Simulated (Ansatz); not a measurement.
Space group I4/mmm (No. 139). a = 9.011 Å, b = 9.011 Å, c = 5.273 Å, α = 90.00°, β = 90.00°, γ = 90.00°
| atom | site | symmetry | x | y | z |
| --- | --- | --- | --- | --- | --- |
| Si | 8h | m.2m | 0.6769 | 0.6769 | 0.5000 |
| O | 8f | ..2/m | 0.7500 | 0.7500 | 0.7500 |
| O | 8i | m2m. | 0.7095 | 0.5000 | 0.5000 |

Equation of state of this SiO₂ structure (not necessarily the ground state), with shape and atoms relaxed at each volume where symmetry leaves them free. Method: DFT PBE, scalar-relativistic, plane waves, PAW (Ansatz 0.2.0).

Plane waves to 420 eV, a k mesh through Γ of 6×6×6 on the computed 12-atom cell and Gaussian smearing (0.02 eV); no spin polarisation.

```
V (Å³/atom) E − E(largest V) (meV/atom) P (GPa) gap on mesh (eV)
     15.697                        56.38    18.92              5.35
     16.233                         2.36    13.55              5.43
     16.768                       -34.32     8.54              5.45
     17.303                       -55.11     4.01              5.43
     17.838                       -61.58    -0.03              5.36
     18.373                       -55.40    -3.59              5.23
     18.908                       -38.09    -6.72              5.07
     19.622                         0.00   -10.27              4.78
```

Fit a third-order Birch–Murnaghan equation to E(V).

V0 = 17.84 Å³/atom, B0 = 125 GPa, B0' = 2.9.

The gaps are read on the mesh, which can miss the band edges, so they can be too wide.

This form isn't the usual stable structure of the compound.